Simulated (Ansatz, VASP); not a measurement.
# Ti2GeC: VASP beside Ansatz, part 2 of 2

Wanted: the spread between two codes on one cell, functional and k mesh. The structure shown comes from an earlier Ansatz run, which isn't shown and may have moved the atoms alone.

VASP 6.6.1 and Ansatz 0.2.0.

So far: The starting structure; Ansatz: elastic constants, PBEsol.

**3. VASP: elastic constants, PBEsol**

Level of this step: PBEsol; plane waves and PAW (Ti_sv, Ge_d, C) (VASP).

The same cell, functional, mesh and smearing now go to VASP, with its own data sets.

Lines of VASP's logs that name or quote its potential files are left out, and so is its time.

Input file INCAR:

```
SYSTEM = Ti2GeC
PREC = Accurate
ENCUT = 600
EDIFF = 1E-08
NELM = 120
ISMEAR = 1
SIGMA = 0.25
LREAL = .FALSE.
ALGO = Normal
GGA = PS
NBANDS = 52
LASPH = .TRUE.
LORBIT = 11
LWAVE = .FALSE.
LCHARG = .FALSE.
ISIF = 3
IBRION = 6
NFREE = 2
POTIM = 0.015
NSW = 1
GGA_COMPAT = .FALSE.
KPAR = 2
```

Input file POSCAR:

```
Ti2GeC
1.0
    3.0459299438      0.0000000000      0.0000000000
   -1.5229649719      2.6378527095      0.0000000000
    0.0000000000      0.0000000000     12.9529703348
Ti Ge C
4 2 2
Direct
    0.6666666667      0.3333333333      0.5889302429
    0.3333333333      0.6666666667      0.4110697571
    0.3333333333      0.6666666667      0.0889302429
    0.6666666667      0.3333333333      0.9110697571
    0.6666666667      0.3333333333      0.2500000000
    0.3333333333      0.6666666667      0.7500000000
    0.0000000000      0.0000000000      0.5000000000
    0.0000000000      0.0000000000      0.0000000000
```

Input file KPOINTS:

```
Automatic mesh
0
Gamma
9 9 2
0 0 0
```

PAW data sets: Ti_sv, Ge_d and C (PBE family, release 64).

Command:

```bash
$ mpirun -np 2 vasp_std
```

Numbers of over 12 decimals in the logs are rounded to 6 here.

Output:

```text
[banner, memory and clock lines left out]
running    2 mpi-ranks, on    1 nodes
 distrk:  each k-point on    1 cores,    2 groups
 distr:  one band on    1 cores,    1 groups

 POSCAR found type information on POSCAR TiGeC
 POSCAR found :  3 types and       8 ions
|                                                                             |
|               ----> ADVICE to this user running VASP <----                  |
|                                                                             |
|     You enforced a specific xc type in the INCAR file but a different       |
|     [... a line on the potential file left out ...]
|     I HOPE YOU KNOW WHAT YOU ARE DOING!                                     |
|                                                                             |

 LDA part: xc-table for (Slater+PW92), standard interpolation
 POSCAR, INCAR and KPOINTS ok, starting setup
 FFT: planning ... GRIDC
 FFT: planning ... GRID_SOFT
 FFT: planning ... GRID
 WAVECAR not read
 entering main loop
       N       E                     dE             d eps       ncg     rms          rms(c)
DAV:   1     0.115974542565E+04    0.11597E+04   -0.43594E+04  3080   0.366E+03
DAV:   2     0.155887970442E+03   -0.10039E+04   -0.97419E+03  2496   0.903E+02
DAV:   3    -0.537628632636E+02   -0.20965E+03   -0.20335E+03  3096   0.272E+02
DAV:   4    -0.832569754798E+02   -0.29494E+02   -0.29148E+02  3724   0.956E+01
DAV:   5    -0.853727113333E+02   -0.21157E+01   -0.21125E+01  3792   0.243E+01    0.324E+01
DAV:   6    -0.698945360960E+02    0.15478E+02   -0.11722E+02  3720   0.543E+01    0.885E+00
DAV:   7    -0.697444212043E+02    0.15011E+00   -0.11927E+01  3528   0.182E+01    0.586E+00
DAV:   8    -0.697286321357E+02    0.15789E-01   -0.10074E+00  3628   0.512E+00    0.131E+00
DAV:   9    -0.697161352159E+02    0.12497E-01   -0.25255E-01  3496   0.251E+00    0.799E-01
DAV:  10    -0.697219979811E+02   -0.58628E-02   -0.32605E-02  3476   0.110E+00    0.321E-01
DAV:  11    -0.697215203034E+02    0.47768E-03   -0.94528E-03  3752   0.462E-01    0.571E-02
DAV:  12    -0.697216119410E+02   -0.91638E-04   -0.75008E-04  3092   0.183E-01    0.254E-02
DAV:  13    -0.697216033286E+02    0.86125E-05   -0.74891E-05  3680   0.532E-02    0.649E-03
DAV:  14    -0.697216025323E+02    0.79627E-06   -0.48698E-06  3568   0.183E-02    0.295E-03
DAV:  15    -0.697216021290E+02    0.40328E-06   -0.75258E-07  3344   0.525E-03    0.120E-03
DAV:  16    -0.697216021603E+02   -0.31299E-07   -0.21775E-07  3352   0.281E-03    0.384E-04
DAV:  17    -0.697216021892E+02   -0.28884E-07   -0.11729E-08  1912   0.736E-04    0.112E-04
DAV:  18    -0.697216021905E+02   -0.12842E-08   -0.30979E-09  1700   0.412E-04
   1 F= -.69721602E+02 E0= -.69718575E+02  d E =-.908033E-02
[... from here on, the cycles between the ionic steps are left out ...]
   2 F= -.69700264E+02 E0= -.69696980E+02  d E =-.985152E-02
  19 F= -.69721294E+02 E0= -.69718267E+02  d E =-.908196E-02
  20 F= -.69720284E+02 E0= -.69717259E+02  d E =-.907569E-02
  21 F= -.69720284E+02 E0= -.69717259E+02  d E =-.907576E-02
  22 F= -.69719718E+02 E0= -.69716690E+02  d E =-.908324E-02
  23 F= -.69719718E+02 E0= -.69716690E+02  d E =-.908323E-02
  24 F= -.69719894E+02 E0= -.69716881E+02  d E =-.904084E-02
 Finite differences progress:
  Degree of freedom:  12/ 12
  Displacement:        1/  2
  Total:              23/ 24
 bond charge predicted
       N       E                     dE             d eps       ncg     rms          rms(c)
DAV:   1    -0.697204360487E+02   -0.54189E-03   -0.20543E+00  2560   0.416E+00    0.397E-01
DAV:   2    -0.697263084199E+02   -0.58724E-02   -0.82590E-02  3312   0.227E+00    0.643E-01
DAV:   3    -0.697201181362E+02    0.61903E-02   -0.28132E-02  3432   0.119E+00    0.281E-01
DAV:   4    -0.697206030862E+02   -0.48495E-03   -0.76855E-03  3536   0.781E-01    0.200E-01
DAV:   5    -0.697200691344E+02    0.53395E-03   -0.59360E-03  3492   0.563E-01    0.103E-01
DAV:   6    -0.697199819854E+02    0.87149E-04   -0.14182E-03  3344   0.236E-01    0.708E-02
DAV:   7    -0.697198924269E+02    0.89559E-04   -0.56792E-04  3424   0.181E-01    0.247E-02
DAV:   8    -0.697198938914E+02   -0.14646E-05   -0.53342E-05  3508   0.455E-02    0.174E-02
DAV:   9    -0.697198941382E+02   -0.24678E-06   -0.84204E-06  3240   0.213E-02    0.283E-03
DAV:  10    -0.697198941703E+02   -0.32089E-07   -0.11460E-06  3336   0.637E-03    0.154E-03
DAV:  11    -0.697198941735E+02   -0.32123E-08   -0.15850E-07  3060   0.240E-03    0.769E-04
DAV:  12    -0.697198941699E+02    0.36434E-08   -0.23856E-08  2344   0.115E-03
  25 F= -.69719894E+02 E0= -.69716881E+02  d E =-.904083E-02
 Finite differences progress:
  Degree of freedom:  12/ 12
  Displacement:        2/  2
  Total:              24/ 24
```

OUTCAR, selected parts (step 3):

```text
ion  position               nearest neighbor table
   1  0.667  0.333  0.589-   7 2.10   7 2.10   7 2.10   6 2.73   6 2.73   6 2.73   2 2.90   2 2.90
                             2 2.90
   2  0.333  0.667  0.411-   7 2.10   7 2.10   7 2.10   5 2.73   5 2.73   5 2.73   1 2.90   1 2.90
                             1 2.90
   3  0.333  0.667  0.089-   8 2.10   8 2.10   8 2.10   5 2.73   5 2.73   5 2.73   4 2.90   4 2.90
                             4 2.90
   4  0.667  0.333  0.911-   8 2.10   8 2.10   8 2.10   6 2.73   6 2.73   6 2.73   3 2.90   3 2.90
                             3 2.90
   5  0.667  0.333  0.250-   2 2.73   3 2.73   2 2.73   3 2.73   2 2.73   3 2.73
   6  0.333  0.667  0.750-   1 2.73   4 2.73   1 2.73   4 2.73   1 2.73   4 2.73
   7  0.000  0.000  0.500-   1 2.10   2 2.10   1 2.10   2 2.10   1 2.10   2 2.10
   8  0.000  0.000  0.000-   3 2.10   4 2.10   4 2.10   3 2.10   4 2.10   3 2.10

  LATTYP: Found a hexagonal cell.
 ALAT       =     3.0459299438
 C/A-ratio  =     4.2525503126

 Subroutine GETGRP returns: Found 24 space group operations
 (whereof 12 operations were pure point group operations)

The static configuration has the point symmetry D_3d.
 The point group associated with its full space group is D_6h.

 Found     24 irreducible k-points:

   k-points           NKPTS =     24   k-points in BZ     NKDIM =     24   number of bands    NBANDS=     52

   dimension x,y,z NGX =    24 NGY =   24 NGZ =  108
   dimension x,y,z NGXF=    48 NGYF=   48 NGZF=  216

   ENCUT  =  600.0 eV  44.10 Ry    6.64 a.u.   6.08  6.08 25.87*2*pi/ulx,y,z

   NELECT =      84.0000    total number of electrons

 k-points in reciprocal lattice and weights: Automatic mesh
   0.00000000  0.00000000  0.00000000       0.006
   0.11111111  0.00000000  0.00000000       0.037
   0.22222222  0.00000000  0.00000000       0.037
   0.33333333  0.00000000  0.00000000       0.037
   0.44444444  0.00000000  0.00000000       0.037
   0.11111111  0.11111111  0.00000000       0.037
   0.22222222  0.11111111  0.00000000       0.074
   0.33333333  0.11111111  0.00000000       0.074
   0.44444444  0.11111111  0.00000000       0.037
[...]
0.33333333  0.22222222  0.50000000       0.074
   0.33333333  0.33333333  0.50000000       0.012

 average (electrostatic) potential at core
       1 -71.3442       2 -71.3265       3 -71.3371       4 -71.3342       5 -69.6210
       6 -69.6192       7 -45.0396       8 -45.0397

 E-fermi :   9.1806

 k-point     1 :       0.0000    0.0000    0.0000
  band No.  band energies     occupation
    ...
     35       6.5295      2.00000
     36       6.5659      2.00000
     37       6.5659      2.00000
     38       7.1107      2.00000
     39       9.0906      1.56761
     40       9.5301     -0.06369
     41       9.6727     -0.01769
     42       9.6727     -0.01769
     43       9.7268     -0.00842
     44       9.7268     -0.00842
    ...

 k-point     2 :       0.1111    0.0000    0.0000
  band No.  band energies     occupation
    ...
     36       6.6014      2.00000
     37       6.7048      2.00000
     38       7.1094      2.00000
     39       9.0521      1.75546
     40       9.2348      0.64227
     41       9.3415      0.12264
     42       9.6478     -0.02387
     43       9.8170     -0.00188
     44       9.8955     -0.00040
     45       9.9355     -0.00017
    ...

 k-point     3 :       0.2222    0.0000    0.0000
  band No.  band energies     occupation
    ...
     38       7.1894      2.00000
     39       8.1865      2.00000
     40       8.5727      2.00313
     41       8.6631      2.01267
     42       8.7543      2.03665
     43       9.9408     -0.00015
     44      10.0103     -0.00003
     45      10.2671     -0.00000
     46      10.4514     -0.00000
     47      10.5382     -0.00000
    ...

   1 f  =   19.514281 THz   122.611845 2PiTHz  650.926358 cm-1    80.704546 meV
             X         Y         Z           dx          dy          dz
      1.522965  0.879284  7.628396    -0.000000    0.161598    0.000000
     -0.000000  1.758568  5.324574    -0.000000    0.161598    0.000000
     -0.000000  1.758568  1.151911     0.000000   -0.161598    0.000000
      1.522965  0.879284 11.801060     0.000000   -0.161598    0.000000
      1.522965  0.879284  3.238243     0.000000   -0.000000    0.000000
     -0.000000  1.758568  9.714728     0.000000    0.000000   -0.000000
      0.000000  0.000000  6.476485     0.000000   -0.669158    0.000000
      0.000000  0.000000  0.000000    -0.000000    0.669158   -0.000000

   2 f  =   19.514281 THz   122.611845 2PiTHz  650.926358 cm-1    80.704546 meV
             X         Y         Z           dx          dy          dz
      1.522965  0.879284  7.628396     0.161598    0.000000    0.000000
     -0.000000  1.758568  5.324574     0.161598    0.000000    0.000000
     -0.000000  1.758568  1.151911    -0.161598   -0.000000    0.000000
      1.522965  0.879284 11.801060    -0.161598   -0.000000    0.000000
      1.522965  0.879284  3.238243    -0.000000    0.000000   -0.000000
     -0.000000  1.758568  9.714728    -0.000000    0.000000   -0.000000
      0.000000  0.000000  6.476485    -0.669158   -0.000000   -0.000000
      0.000000  0.000000  0.000000     0.669158    0.000000   -0.000000

   3 f  =   19.465081 THz   122.302709 2PiTHz  649.285202 cm-1    80.501069 meV
             X         Y         Z           dx          dy          dz
      1.522965  0.879284  7.628396    -0.000001    0.162424    0.000000
     -0.000000  1.758568  5.324574    -0.000001    0.162424    0.000000
     -0.000000  1.758568  1.151911    -0.000001    0.162424   -0.000000
      1.522965  0.879284 11.801060    -0.000001    0.162424   -0.000000
      1.522965  0.879284  3.238243    -0.000000    0.008156    0.000000
     -0.000000  1.758568  9.714728    -0.000000    0.008156    0.000000
      0.000000  0.000000  6.476485     0.000003   -0.668708    0.000000
      0.000000  0.000000  0.000000     0.000003   -0.668708    0.000000

   4 f  =   19.465081 THz   122.302709 2PiTHz  649.285202 cm-1    80.501069 meV
             X         Y         Z           dx          dy          dz
      1.522965  0.879284  7.628396     0.162424    0.000001   -0.000000
     -0.000000  1.758568  5.324574     0.162424    0.000001   -0.000000
     -0.000000  1.758568  1.151911     0.162424    0.000001    0.000000
      1.522965  0.879284 11.801060     0.162424    0.000001   -0.000000
      1.522965  0.879284  3.238243     0.008156    0.000000    0.000000
     -0.000000  1.758568  9.714728     0.008156    0.000000    0.000000
      0.000000  0.000000  6.476485    -0.668708   -0.000003    0.000000
      0.000000  0.000000  0.000000    -0.668708   -0.000003    0.000000

   5 f  =   18.737455 THz   117.730899 2PiTHz  625.014208 cm-1    77.491851 meV
             X         Y         Z           dx          dy          dz
      1.522965  0.879284  7.628396    -0.000000   -0.000000   -0.168150
     -0.000000  1.758568  5.324574    -0.000000   -0.000000   -0.168150
     -0.000000  1.758568  1.151911    -0.000000   -0.000000   -0.168150
      1.522965  0.879284 11.801060    -0.000000   -0.000000   -0.168150
      1.522965  0.879284  3.238243    -0.000000   -0.000000    0.002182
     -0.000000  1.758568  9.714728    -0.000000   -0.000000    0.002182
      0.000000  0.000000  6.476485     0.000000    0.000000    0.665918
      0.000000  0.000000  0.000000     0.000000    0.000000    0.665918

   6 f  =   18.318264 THz   115.097048 2PiTHz  611.031519 cm-1    75.758219 meV
             X         Y         Z           dx          dy          dz
      1.522965  0.879284  7.628396    -0.000000   -0.000000   -0.161437
     -0.000000  1.758568  5.324574    -0.000000   -0.000000   -0.161437
     -0.000000  1.758568  1.151911    -0.000000    0.000000    0.161437
      1.522965  0.879284 11.801060    -0.000000    0.000000    0.161437
      1.522965  0.879284  3.238243    -0.000000    0.000000   -0.000000
     -0.000000  1.758568  9.714728    -0.000000    0.000000   -0.000000
      0.000000  0.000000  6.476485     0.000000    0.000000    0.669236
      0.000000  0.000000  0.000000     0.000000   -0.000000   -0.669236

   7 f  =   10.869344 THz    68.294104 2PiTHz  362.562300 cm-1    44.951976 meV
             X         Y         Z           dx          dy          dz
      1.522965  0.879284  7.628396    -0.000000    0.000000   -0.477117
     -0.000000  1.758568  5.324574    -0.000000    0.000000    0.477117
     -0.000000  1.758568  1.151911    -0.000000   -0.000000    0.477117
      1.522965  0.879284 11.801060    -0.000000   -0.000000   -0.477117
      1.522965  0.879284  3.238243    -0.000000    0.000000   -0.211469
     -0.000000  1.758568  9.714728    -0.000000    0.000000    0.211469
      0.000000  0.000000  6.476485     0.000000   -0.000000    0.000000
      0.000000  0.000000  0.000000    -0.000000    0.000000    0.000000

   8 f  =   10.619510 THz    66.724348 2PiTHz  354.228719 cm-1    43.918744 meV
             X         Y         Z           dx          dy          dz
      1.522965  0.879284  7.628396     0.000000   -0.000000   -0.500000
     -0.000000  1.758568  5.324574     0.000000   -0.000000    0.500000
     -0.000000  1.758568  1.151911    -0.000000   -0.000000   -0.500000
      1.522965  0.879284 11.801060    -0.000000   -0.000000    0.500000
      1.522965  0.879284  3.238243    -0.000000   -0.000000   -0.000000
     -0.000000  1.758568  9.714728     0.000000    0.000000    0.000000
      0.000000  0.000000  6.476485     0.000000   -0.000000    0.000000
      0.000000  0.000000  0.000000    -0.000000    0.000000    0.000000

   9 f  =    8.229268 THz    51.706016 2PiTHz  274.498835 cm-1    34.033503 meV
             X         Y         Z           dx          dy          dz
      1.522965  0.879284  7.628396    -0.000000    0.000000   -0.298200
     -0.000000  1.758568  5.324574     0.000000   -0.000000   -0.298200
     -0.000000  1.758568  1.151911     0.000000   -0.000000   -0.298200
      1.522965  0.879284 11.801060     0.000000   -0.000000   -0.298200
      1.522965  0.879284  3.238243    -0.000000    0.000000    0.546747
     -0.000000  1.758568  9.714728     0.000000    0.000000    0.546747
      0.000000  0.000000  6.476485    -0.000000   -0.000000   -0.152388
      0.000000  0.000000  0.000000     0.000000    0.000000   -0.152388

  10 f  =    7.568832 THz    47.556372 2PiTHz  252.469051 cm-1    31.302159 meV
             X         Y         Z           dx          dy          dz
      1.522965  0.879284  7.628396     0.000010   -0.500000   -0.000000
     -0.000000  1.758568  5.324574    -0.000010    0.500000    0.000000
     -0.000000  1.758568  1.151911     0.000010   -0.500000    0.000000
      1.522965  0.879284 11.801060    -0.000010    0.500000   -0.000000
      1.522965  0.879284  3.238243     0.000000    0.000000    0.000000
     -0.000000  1.758568  9.714728     0.000000    0.000000   -0.000000
      0.000000  0.000000  6.476485     0.000000    0.000000    0.000000
      0.000000  0.000000  0.000000     0.000000   -0.000000    0.000000

  11 f  =    7.568832 THz    47.556372 2PiTHz  252.469051 cm-1    31.302159 meV
             X         Y         Z           dx          dy          dz
      1.522965  0.879284  7.628396     0.500000    0.000010    0.000000
     -0.000000  1.758568  5.324574    -0.500000   -0.000010   -0.000000
     -0.000000  1.758568  1.151911     0.500000    0.000010   -0.000000
      1.522965  0.879284 11.801060    -0.500000   -0.000010    0.000000
    [... 145 further lines ...]
      0.000000  0.000000  6.476485     0.072045    0.167771   -0.000000
      0.000000  0.000000  0.000000     0.072045    0.167771   -0.000000

 ELASTIC MODULI CONTR FROM IONIC RELAXATION (kBar)
 Direction    XX          YY          ZZ          XY          YZ          ZX
 --------------------------------------------------------------------------------
 XX        -172.2890    -22.8445   -214.5609      0.0000     -0.0000     -0.0000
 YY         -22.8445   -172.2890   -214.5609     -0.0000      0.0000     -0.0000
 ZZ        -214.5609   -214.5609   -471.8448      0.0000     -0.0000     -0.0000
 XY           0.0000     -0.0000      0.0000    -74.7222      0.0000     -0.0000
 YZ          -0.0000      0.0000     -0.0000      0.0000   -289.3755     -0.0000
 ZX          -0.0000     -0.0000     -0.0000     -0.0000     -0.0000   -289.3752
 --------------------------------------------------------------------------------

 TOTAL ELASTIC MODULI (kBar)
 Direction    XX          YY          ZZ          XY          YZ          ZX
 --------------------------------------------------------------------------------
 XX        3031.0990    891.2580   1024.8444      0.0000     -0.0000     -0.0000
 YY         891.2580   3031.0990   1024.8444     -0.0000      0.0000     -0.0000
 ZZ        1024.8444   1024.8444   3011.5931      0.0000     -0.0000     -0.0000
 XY           0.0000     -0.0000      0.0000   1069.9205      0.0000     -0.0000
 YZ          -0.0000      0.0000     -0.0000      0.0000   1303.8378     -0.0000
 ZX          -0.0000     -0.0000     -0.0000     -0.0000     -0.0000   1303.8380
 --------------------------------------------------------------------------------

 total charge
# of ion       s       p       d       tot
------------------------------------------
    1        2.200   6.211   2.012  10.422
    2        2.200   6.211   2.012  10.422
    3        2.200   6.211   2.012  10.422
    4        2.200   6.211   2.012  10.422
    5        1.166   1.194  10.028  12.388
    6        1.166   1.194  10.028  12.388
    7        0.890   1.542   0.000   2.432
    8        0.890   1.542   0.000   2.432
--------------------------------------------------
tot         12.910  30.317  28.103  71.329

[... 2 further parts left out ...]
```

The last energy, forces, stress and levels in OUTCAR belong to the last displaced cell, not to the cell of POSCAR. The k-mesh is coarse for a metal. The PAW data sets were made with PBE, which is usual practice but a small mismatch for other functionals.

Levels, forces or a CONTCAR printed for this step are those of its last displaced cell, not of the structure at rest.

**4. Comparison**

Known differences besides the potentials themselves: the cutoff is 420 eV in Ansatz and 600 eV in VASP; Ansatz makes its cores anew for this functional, VASP keeps those of its PBE data sets; VASP takes each elastic constant from one size of strain, Ansatz from those that its log lists. Total energies have different zeros and are not compared.

Both answers:

```
 quantity  Ansatz   VASP  difference
C11 (GPa)   304.0  303.1     +0.29 %
C22 (GPa)   304.0  303.1     +0.29 %
C33 (GPa)   302.2  301.2     +0.36 %
C12 (GPa)    89.7   89.1     +0.59 %
C13 (GPa)   102.9  102.5     +0.45 %
C23 (GPa)   102.9  102.5     +0.45 %
C44 (GPa)   130.8  130.4     +0.32 %
C55 (GPa)   130.8  130.4     +0.32 %
C66 (GPa)   107.2  107.0     +0.17 %
```

**5. Outcome**

* difference in C12 (elastic constants, PBEsol): 0.59 %

The difference in C12 is 0.59 % (elastic constants, PBEsol), within the 5 % picked in this series as the mark of a large difference. How closely two codes agree says nothing of how well the functional describes the real material.

[Lines on the potential files, build, host, timing and source positions are cut from VASP's logs without a mark.]

[Logs are printed without paths, hosts, clocks, repeated set-up lines and the standing remarks that a program may print on its own settings, such as how far it seeks lower states.]

[Hosts, paths, dates, database ids (printed as entryN), source tags and the programs' standing remarks are cut or masked in the printed files.]
